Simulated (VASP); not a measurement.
# BN (P6_3/mmc) in VASP: notebook

The runs below take BN through dielectric tensor, with PBE.

Everything below comes from runs of VASP 6.6.1. Logs are shortened: lines on timing, memory, paths and dates and some standing lists are left out, and cuts for length are marked.

### Step 1. The structure

It takes space group P6_3/mmc (No. 194, hexagonal). Conventional cell: a = 2.498 Å, b = 2.498 Å, c = 6.636 Å, α = 90.00°, β = 90.00°, γ = 120.00°. N (site symmetry -6m2) has 3 B at 1.44 Å as nearest neighbours. B (site symmetry -6m2) has 3 N at 1.44 Å as nearest neighbours.

### Step 2. Dielectric tensor, PBE

INCAR

```
SYSTEM = BN
  PREC = Accurate
  ENCUT = 460
  EDIFF = 1E-8
  ISMEAR = 0
  SIGMA = 0.01
  LREAL = .FALSE.
  LASPH = .TRUE.
  NELM = 100
  ALGO = Normal
  ISIF = 2
  LWAVE = .FALSE.
  LCHARG = .FALSE.
  GGA = PE
  LEPSILON = .TRUE.
```

KPOINTS

```
Automatic mesh
0
G
  5 5 2
  0 0 0
```

POSCAR

```
BN
1.0
    2.4982400000      0.0000000000      0.0000000000
   -1.2491200000      2.1635393048      0.0000000000
    0.0000000000      0.0000000000      6.6357000000
N B
2 2
Direct
    0.6666666667      0.3333333333      0.2500000000
    0.3333333333      0.6666666667      0.7500000000
    0.6666666667      0.3333333333      0.7500000000
    0.3333333333      0.6666666667      0.2500000000
```

Potentials or basis: VASP PAW PBE potentials, release 64 (N, B).

Launch:

```bash
cat potpaw_PBE.64/N/POTCAR potpaw_PBE.64/B/POTCAR > POTCAR
mpirun -np 1 vasp_std > vasp.out
```

OUTCAR:

```text
SYSTEM = BN
   PREC = Accurate
   ENCUT = 460
   EDIFF = 1E-8
   ISMEAR = 0
   LREAL = .FALSE.
   LASPH = .TRUE.
   NELM = 100
   ISIF = 2
   GGA = PE
   LEPSILON = .TRUE.

 Found     10 irreducible k-points:

 Following reciprocal coordinates:
            Coordinates               Weight
  0.000000  0.000000  0.000000      1.000000
  0.200000  0.000000  0.000000      6.000000
  0.400000 -0.000000  0.000000      6.000000
  0.200000  0.200000  0.000000      6.000000
  0.400000  0.200000  0.000000      6.000000
  0.000000  0.000000  0.500000      1.000000
   k-points           NKPTS =     10   k-points in BZ     NKDIM =     10   number of bands    NBANDS=     12
   number of dos      NEDOS =    301   number of ions     NIONS =      4
   total plane-waves  NPLWV =  15552
   dimension x,y,z NGX =    18 NGY =   18 NGZ =   48
   dimension x,y,z NGXF=    36 NGYF=   36 NGZF=   96
   ions per type =               2   2
   NGX,Y,Z   is equivalent  to a cutoff of  11.98, 11.98, 12.03 a.u.
   NGXF,Y,Z  is equivalent  to a cutoff of  23.96, 23.96, 24.05 a.u.
 SYSTEM =  BN
   PREC   = accura    normal or accurate (medium, high low for compatibility)
   ISTART =      0    job   : 0-new  1-cont  2-samecut
   ICHARG =      2    charge: 1-file 2-atom 10-const
   ISPIN  =      1    spin polarized calculation?
   LNONCOLLINEAR =      F non collinear calculations
   LSORBIT =      F    spin-orbit coupling
   LASPH  =      T    aspherical Exc in radial PAW
   ENCUT  =  460.0 eV  33.81 Ry    5.81 a.u.   4.37  4.37 11.60*2*pi/ulx,y,z
   NELM   =    100;   NELMIN=  2; NELMDL= -5     # of ELM steps
   EDIFF  = 0.1E-07   stopping-criterion for ELM
   LREAL  =      F    real-space projection
   EDIFFG = 0.1E-06   stopping-criterion for IOM
   NSW    =      0    number of steps for IOM
   IBRION =     -1    ionic relax: 0-MD 1-quasi-New 2-CG
   NFREE  =      0    steps in history (QN), initial steepest desc. (CG)
   ISIF   =      2    stress and relaxation
   ISYM   =      2    0-nonsym 1-usesym 2-fastsym
   POTIM  = 0.5000    time-step for ionic-motion
   TEBEG  =    0.0;   TEEND  =   0.0 temperature during run
   PSTRESS=    0.0 pullay stress
   NELECT =      16.0000    total number of electrons
   NUPDOWN=      -1.0000    fix difference up-down
   EMIN   =  10.00;   EMAX   =-10.00  energy-range for DOS
   EFERMI =   0.00;   METHOD = LEGACY
   ISMEAR =     0;   SIGMA  =   0.01  broadening in eV -4-tet -1-fermi 0-gaus
   EFERMI_NEDOS =   21; number of points for ismear=-14 and -15
   IALGO  =     38    algorithm
   IMIX   =      4    mixing-type and parameters
     AMIX     =   0.40;   BMIX     =  1.00
     AMIX_MAG =   1.60;   BMIX_MAG =  1.00
  volume/ion in A,a.u.               =       8.97        60.51
  Fermi-wavevector in a.u.,A,eV,Ry     =   1.250891  2.363842 21.289433  1.564729
  Thomas-Fermi vector in A             =   2.384864
   LORBIT       =      0    0 simple, 1 ext, 2 COOP (PROOUT), +10 PAW based schemes
   GGA     = PE    functional components
   LHFCALC =     F    Hartree Fock is set to
   AEXX    =    0.0000 exact exchange contribution
   IVDW    =     0    specifies the selected vdW correction
   LEPSILON=     T    determine dielectric tensor
   LRPA    =     F    only Hartree local field effects (RPA)
 non-spin polarized calculation
 Gauss-broadening in eV      SIGMA  =   0.01
  energy-cutoff  :      460.00
  volume of cell :       35.87
 maximum number of plane-waves:       833
 NGX is ok and might be reduce to    18
   NGX =  9   NGY =  9   NGZ = 23

--------------------------------------- Ionic step        1  -------------------------------------------

 number of electron      15.9999995 magnetization

 E-fermi :   2.3110     XC(G=0): -10.0873

 val. band max:        2.2330043457   @ k =   0.4000   0.2000   0.0000
 cond. band min:       6.9136734149   @ k =   0.4000   0.2000   0.0000
 fundamental gap:      4.6806690692
 Fermi energy:         2.3109550099

 k-point     1 :       0.0000    0.0000    0.0000
  band No.  band energies     occupation
      1     -15.5272      2.00000
      2     -15.2318      2.00000
      3      -3.9390      2.00000
      4      -1.8101      2.00000
      5       0.9934      2.00000
      6       0.9934      2.00000
      7       1.0295      2.00000
      8       1.0295      2.00000
      9       7.5765      0.00000
     10      12.6697      0.00000
     11      13.9181      0.00000
     12      13.9195      0.00000

 k-point     2 :       0.2000    0.0000    0.0000
  band No.  band energies     occupation
      1     -14.7568      2.00000
      2     -14.4885      2.00000
      3      -2.8740      2.00000
      4      -1.6901      2.00000
      5      -1.6423      2.00000
      6      -0.8630      2.00000
      7      -0.2057      2.00000
      8      -0.1533      2.00000
      9       8.8229      0.00000
     10      11.8705      0.00000
     11      12.8092      0.00000
     12      13.2011      0.00000

 k-point     3 :       0.4000   -0.0000    0.0000
  band No.  band energies     occupation
      1     -12.8603      2.00000
      2     -12.6994      2.00000
      3      -5.7946      2.00000
      4      -5.7104      2.00000
      5      -1.6333      2.00000
      6      -1.5700      2.00000
      7      -0.0872      2.00000
      8       1.3746      2.00000
      9       7.7126      0.00000
     10       8.8898      0.00000
     11      11.3670      0.00000
     12      12.4480      0.00000

 k-point     4 :       0.2000    0.2000    0.0000
  band No.  band energies     occupation
      1     -13.3740      2.00000
      2     -13.1672      2.00000
      3      -4.1802      2.00000
      4      -4.1776      2.00000
      5      -2.4304      2.00000
      6      -2.3746      2.00000
      7      -0.8920      2.00000
      8       0.8070      2.00000
      9       9.5064      0.00000
     10       9.8335      0.00000
     11      11.1052      0.00000
     12      15.1445      0.00000

 k-point     5 :       0.4000    0.2000    0.0000
  band No.  band energies     occupation
      1     -11.9612      2.00000
      2     -11.9056      2.00000
      3      -6.1761      2.00000
      4      -6.0907      2.00000
      5      -3.6410      2.00000
      6      -3.5664      2.00000
      7       1.4838      2.00000
      8       2.2330      2.00000
      9       6.9137      0.00000
     10       7.7057      0.00000
     11      14.1235      0.00000
     12      14.3915      0.00000

 k-point     6 :       0.0000    0.0000    0.5000
  band No.  band energies     occupation
      1     -15.3842      2.00000
      2     -15.3842      2.00000
      3      -2.9961      2.00000
      4      -2.9961      2.00000
      5       1.0110      2.00000
      6       1.0110      2.00000
      7       1.0110      2.00000
      8       1.0110      2.00000
      9       9.9582      0.00000
     10       9.9582      0.00000
     11      13.9788      0.00000
     12      13.9788      0.00000

 [... further k-points ...]

  FORCE on cell =-STRESS in cart. coord.  units (eV):
  Direction    XX          YY          ZZ          XY          YZ          ZX
  --------------------------------------------------------------------------------------
  -------------------------------------------------------------------------------------
  Total        1.3049202      1.3049202      0.4369084      0.0000000      0.0000000      0.0000000
  in kB       58.2919850     58.2919850     19.5170984      0.0000000      0.0000000      0.0000000
  external PRESSURE =      45.3670228 kB  Pullay stress =       0.0000000 kB

 VOLUME and BASIS-vectors are now :
 -----------------------------------------------------------------------------
  energy-cutoff  :      460.00
  volume of cell :       35.87
      direct lattice vectors                 reciprocal lattice vectors
     2.498240000  0.000000000  0.000000000     0.400281798  0.231102804  0.000000000
    -1.249120000  2.163539305  0.000000000     0.000000000  0.462205608  0.000000000
     0.000000000  0.000000000  6.635700000     0.000000000  0.000000000  0.150700002

 POSITION                                       TOTAL-FORCE (eV/Angst)
 -----------------------------------------------------------------------------------
      1.24912      0.72118      1.65892         0.000000     -0.000000      0.000000
     -0.00000      1.44236      4.97677         0.000000     -0.000000      0.000000
      1.24912      0.72118      4.97677         0.000000      0.000000      0.000000
     -0.00000      1.44236      1.65892        -0.000000      0.000000      0.000000
 -----------------------------------------------------------------------------------
    total drift:                                0.000000     -0.000000      0.000000

  FREE ENERGIE OF THE ION-ELECTRON SYSTEM (eV)
  ---------------------------------------------------
  free  energy   TOTEN  =       -35.1351547733 eV

  energy  without entropy=      -35.1351547733  energy(sigma->0) =      -35.13515477

 HEAD OF MICROSCOPIC STATIC DIELECTRIC TENSOR (INDEPENDENT PARTICLE, excluding Hartree and local field effects)
 ------------------------------------------------------
           5.057831     0.000000    -0.000000
           0.000000     5.057831     0.000000
          -0.000000    -0.000000     3.034078
 ------------------------------------------------------

 Free energy of the ion-electron system (eV)
  ---------------------------------------------------
  ---------------------------------------------------
  free energy    TOTEN  =        -0.41905696 eV

  energy without entropy =       -0.41905696

------------------------ aborting loop because EDIFF is reached ----------------------------------------

--------------------------------------- Ionic step        2  -------------------------------------------

------------------------ aborting loop because EDIFF is reached ----------------------------------------

--------------------------------------- Ionic step        3  -------------------------------------------

 Free energy of the ion-electron system (eV)
  ---------------------------------------------------
  ---------------------------------------------------
  free energy    TOTEN  =        -0.18901050 eV

  energy without entropy =       -0.18901050

------------------------ aborting loop because EDIFF is reached ----------------------------------------

 PIEZOELECTRIC TENSOR FIELD DIRECTION 3  (e Angst)
 -----------------------------------------------------------------------------
     0.00000 -0.00000  0.00000           (  0.00000  0.00000  0.00000)
     0.00000  0.00000 -0.00000           (  0.00000  0.00000  0.00000)
    -0.00000  0.00000 -0.00000           (  0.00000  0.00000  0.00000)

 PIEZOELECTRIC TENSOR FIELD DIRECTION 3  (C/m^2)
 -----------------------------------------------------------------------------
     0.00000 -0.00000  0.00000
     0.00000  0.00000 -0.00000
    -0.00000  0.00000 -0.00000

 MACROSCOPIC STATIC DIELECTRIC TENSOR (including local field effects in DFT)
 ------------------------------------------------------
           4.967109     0.000000     0.000000
           0.000000     4.967109     0.000000
           0.000000     0.000000     2.710930
 ------------------------------------------------------

 PIEZOELECTRIC TENSOR (including local field effects)  for field in x, y, z        (e  Angst)
          XX          YY          ZZ          XY          YZ          ZX
  --------------------------------------------------------------------------------
  x     0.00000     0.00000     0.00000     0.00000     0.00000     0.00000
  y     0.00000     0.00000     0.00000     0.00000     0.00000     0.00000
  z     0.00000     0.00000     0.00000     0.00000     0.00000     0.00000

 PIEZOELECTRIC TENSOR (including local field effects)  for field in x, y, z        (C/m^2)
          XX          YY          ZZ          XY          YZ          ZX
  --------------------------------------------------------------------------------
  x     0.00000     0.00000     0.00000     0.00000     0.00000     0.00000
  y     0.00000     0.00000     0.00000     0.00000     0.00000     0.00000
  z     0.00000     0.00000     0.00000     0.00000     0.00000     0.00000

 BORN EFFECTIVE CHARGES (including local field effects) (in |e|, cummulative output)
 ---------------------------------------------------------------------------------
 ion    1
    1    -2.76193     0.00000     0.00000
    2     0.00000    -2.76193     0.00000
    3    -0.00000     0.00000    -0.74785
 ion    2
    1    -2.76193     0.00000     0.00000
    2     0.00000    -2.76193     0.00000
    3     0.00000     0.00000    -0.74785
 ion    3
    1     2.76193     0.00000     0.00000
    2     0.00000     2.76193     0.00000
    3     0.00000    -0.00000     0.74785
 ion    4
    1     2.76193     0.00000     0.00000
    2     0.00000     2.76193     0.00000
    3    -0.00000     0.00000     0.74785
```

It took 40 s on 1 thread of Intel Xeon Platinum 8259CL at 2.50GHz (Skylake/Cascade Lake), shared host; peak memory 0.15 GiB.

These settings aren't checked as converged: the numbers below hold their error.

What came out:

| Property | Result |
| --- | --- |
| Band gap on the k mesh | 4.68 eV, direct |
| Electronic dielectric tensor (diagonal) | 4.97, 4.97, 2.71 |
| Born charges (mean of the diagonal) | N -2.09; B +2.09 e |

Caveat: the k mesh is coarse (spacing up to 0.58 Å⁻¹), so the values aren't converged; the cutoff is under 1.25 times the usual one of these potentials, so pressure, stress and relaxed cells hold a basis-set (Pulay) error; an odd mesh through Γ misses points on the zone boundary, where band edges often lie; this functional lacks dispersion, which binds the layers, so the pressure and a relaxed spacing across them are unreliable.

### Step 3. Dielectric tensor, PBE

INCAR, as its differences from that of step 2:

```diff
@@ -2,3 +2,3 @@
   PREC = Accurate
-  ENCUT = 460
+  ENCUT = 520
   EDIFF = 1E-8
```

KPOINTS is that of step 2.

POSCAR is that of step 2.

Potentials or basis: VASP PAW PBE potentials, release 64 (N, B).

Launch:

```bash
cat potpaw_PBE.64/N/POTCAR potpaw_PBE.64/B/POTCAR > POTCAR
mpirun -np 1 vasp_std > vasp.out
```

OUTCAR:

```text
SYSTEM = BN
   PREC = Accurate
   ENCUT = 520
   EDIFF = 1E-8
   ISMEAR = 0
   LREAL = .FALSE.
   LASPH = .TRUE.
   NELM = 100
   ISIF = 2
   GGA = PE
   LEPSILON = .TRUE.

 Found     10 irreducible k-points:

 Following reciprocal coordinates:
            Coordinates               Weight
  0.000000  0.000000  0.000000      1.000000
  0.200000  0.000000  0.000000      6.000000
  0.400000 -0.000000  0.000000      6.000000
  0.200000  0.200000  0.000000      6.000000
  0.400000  0.200000  0.000000      6.000000
  0.000000  0.000000  0.500000      1.000000
   k-points           NKPTS =     10   k-points in BZ     NKDIM =     10   number of bands    NBANDS=     12
   number of dos      NEDOS =    301   number of ions     NIONS =      4
[... 237 lines left out ...]
           4.967054     0.000000     0.000000
           0.000000     4.967054     0.000000
           0.000000     0.000000     2.711300
 ------------------------------------------------------

 PIEZOELECTRIC TENSOR (including local field effects)  for field in x, y, z        (e  Angst)
          XX          YY          ZZ          XY          YZ          ZX
  --------------------------------------------------------------------------------
  x     0.00000     0.00000     0.00000     0.00000     0.00000     0.00000
  y     0.00000     0.00000     0.00000     0.00000     0.00000     0.00000
  z     0.00000     0.00000     0.00000     0.00000     0.00000     0.00000

 PIEZOELECTRIC TENSOR (including local field effects)  for field in x, y, z        (C/m^2)
          XX          YY          ZZ          XY          YZ          ZX
  --------------------------------------------------------------------------------
  x     0.00000     0.00000     0.00000     0.00000     0.00000     0.00000
  y     0.00000     0.00000     0.00000     0.00000     0.00000     0.00000
  z     0.00000     0.00000     0.00000     0.00000     0.00000     0.00000

 BORN EFFECTIVE CHARGES (including local field effects) (in |e|, cummulative output)
 ---------------------------------------------------------------------------------
 ion    1
    1    -2.76304     0.00000    -0.00000
    2     0.00000    -2.76304    -0.00000
    3     0.00000     0.00000    -0.74870
 ion    2
    1    -2.76304     0.00000     0.00000
    2     0.00000    -2.76304     0.00000
    3    -0.00000     0.00000    -0.74870
 ion    3
    1     2.76304     0.00000     0.00000
    2     0.00000     2.76304     0.00000
    3     0.00000     0.00000     0.74870
 ion    4
    1     2.76304     0.00000     0.00000
    2     0.00000     2.76304     0.00000
    3    -0.00000     0.00000     0.74870
```

OSZICAR:

```text
[... 13 lines left out ...]
RMM:   3    -0.178514961838E+00    0.23088E-01   -0.21135E-02   350   0.101E+00    0.344E-01
RMM:   4    -0.182884224283E+00   -0.43693E-02   -0.20406E-02   381   0.976E-01    0.109E-01
RMM:   5    -0.188656768483E+00   -0.57725E-02   -0.53711E-04   395   0.189E-01    0.119E-02
RMM:   6    -0.188811423888E+00   -0.15466E-03   -0.15924E-05   408   0.210E-02    0.569E-03
RMM:   7    -0.189101139382E+00   -0.28972E-03   -0.24567E-06   409   0.132E-02    0.110E-03
RMM:   8    -0.189122811449E+00   -0.21672E-04   -0.15004E-07   405   0.262E-03    0.351E-04
RMM:   9    -0.189116205288E+00    0.66062E-05   -0.16413E-08   422   0.956E-04    0.361E-05
RMM:  10    -0.189114352417E+00    0.18529E-05   -0.10545E-09   381   0.168E-04    0.166E-05
RMM:  11    -0.189114892064E+00   -0.53965E-06   -0.53363E-10   253   0.763E-05    0.466E-06
```

It took 48 s on 1 thread of Intel Xeon Platinum 8259CL at 2.50GHz (Skylake/Cascade Lake), shared host; peak memory 0.16 GiB.

The run converged, but some of its settings lie outside the range that counts as converged, so its numbers aren't taken as properties of the crystal.

Results:

* Band gap on the k mesh: 4.68 eV, direct
* Electronic dielectric tensor (diagonal): 4.97, 4.97, 2.71
* Born charges (mean of the diagonal): N -2.09; B +2.09 e

Caveat: the k mesh is coarse (spacing up to 0.58 Å⁻¹), so the values aren't converged; an odd mesh through Γ misses points on the zone boundary, where band edges often lie; this functional lacks dispersion, which binds the layers, so the pressure and a relaxed spacing across them are unreliable.

[end of part 1 of 2]
